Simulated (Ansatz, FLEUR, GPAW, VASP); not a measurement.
**CdS: programs and potentials compared**

```
CELL_PARAMETERS angstrom
0.00000 2.91650 2.91650
2.91650 0.00000 2.91650
2.91650 2.91650 0.00000
ATOMIC_POSITIONS crystal
Cd 0.00000 0.00000 0.00000
S 0.75000 0.75000 0.75000
```

Alike in all runs: task single point; functional PBE; k mesh 8 × 8 × 8; occupations gaussian, width 0.1 eV; no spin polarisation; no spin-orbit coupling. Pressure is positive in compression and, in plane waves, holds the error of the finite cutoff, which Ansatz's Pulay term estimates and takes out.

| program and potentials | plane-wave cutoff (eV) | notes | band gap (eV) | pressure (GPa) |
| --- | --- | --- | --- | --- |
| Ansatz, Ansatz PAW | 420 | 13 valence electrons an atom on average; Pulay term of +0.04 GPa included | 1.15 | 2.85 |
| GPAW, GPAW PAW data sets (gpaw-data 1.2.1) | 600 | 9 valence electrons an atom on average | 1.13 | 2.60 |
| FLEUR, all-electron, FLAPW | - | - | 1.14 | - |
| VASP, PBE PAW files Cd, S, release 54, 520 eV | 520 | 9 valence electrons an atom on average | 1.15 | 3.23 |
| Ansatz, all-electron LAPW, scalar-relativistic | - | - | 1.15 | 2.88 |

The band gap spans 1.13 (GPAW, GPAW PAW data sets (gpaw-data 1.2.1)) to 1.15 eV (VASP, PBE PAW files Cd, S, release 54, 520 eV), with all-electron results at 1.14 to 1.15. The pressure spans 2.60 (GPAW, GPAW PAW data sets (gpaw-data 1.2.1)) to 3.23 GPa (VASP, PBE PAW files Cd, S, release 54, 520 eV), with all-electron results at 2.88.

The functional is the same throughout but for its coding, so the spread measures potentials, basis and numerics; runs on potential files found faulty are left out.
